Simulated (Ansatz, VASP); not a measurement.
## Pt: VASP beside Ansatz

```xyz
1
Lattice="0.0000 1.9701 1.9701 1.9701 0.0000 1.9701 1.9701 1.9701 0.0000" Properties=species:S:1:pos:R:3 pbc="T T T"
Pt    0.0000    0.0000    0.0000
```

Alike in both runs: functional r2SCAN; k mesh 18 × 18 × 18; occupations gaussian, width 0.1 eV; no spin polarisation.

Ansatz relaxed the structure, and its values are those at the end. VASP's run is a single point on that final structure, the one shown.

|  | VASP | Ansatz |
| --- | --- | --- |
| version | VASP 6.6.1 | Ansatz 0.2.0 |
| potentials or method | VASP PAW PBE potentials, release 64 (Pt) | scalar-relativistic, plane waves, PAW |
| plane-wave cutoff (eV) | 520 | 500 |
| valence electrons in the cell | 10 | 18 |

Ansatz gave:

| Quantity | Value |
| --- | --- |
| gap on the k mesh at the Fermi level (eV) | none |
| pressure (GPa) | 0.0 |

Problem. Estimate VASP's values.

Solution. gap on the k mesh at the Fermi level (eV): none; pressure (GPa): 0.7.

A gap of «none» marks a metal or a gap that the smearing closes. With one functional, cell and mesh, what is left measures potentials, basis and numerics. The two sets of potentials don't hold the same shells in valence.

Caveats: the PAW data sets were made with another functional, which shifts forces and pressure a little (VASP). Spin-orbit coupling is left out, which matters for the levels of Pt.
